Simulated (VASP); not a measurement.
Runs of VASP 6.6.1 on HfO2 (rat). The typed cell holds 3 atoms: a = 3.607 Å, b = 3.605 Å, c = 3.604 Å, α = 59.99°, β = 60.01°, γ = 60.00°. 

```csv
task,cell,k mesh,cutoff (eV),smearing,gap on the mesh (eV),pressure (GPa),relaxed volume (Å³/atom),largest force (eV/Å)
relaxation of cell and atoms,relaxed,8 × 8 × 8,600,gaussian 0.02 eV,3.80,0.0,10.86,-
single point,"P1, 11.05 Å³/atom",6 × 6 × 6,520,gaussian 0.1 eV,3.75,(b),-,(a)
relaxation of cell and atoms,relaxed,6 × 6 × 6,600,gaussian 0.1 eV,3.80,-0.1,10.87,0.02
single point,"Fm-3m, 11.04 Å³/atom",8 × 8 × 8,520,gaussian 0.02 eV,3.76,-3.6,-,-
```

Alike in all rows: level PBE; potentials or basis VASP PAW PBE potentials, release 64 (Hf_pv, O); no spin polarisation.

Problem. Estimate the missing entries.

Solution. (a) 0.01; (b) -3.8.

Caveats: spin-orbit coupling is left out, which moves the levels of the heavy elements.

A k mesh can miss the band edges, and the runs leave out spin-orbit coupling on Hf.
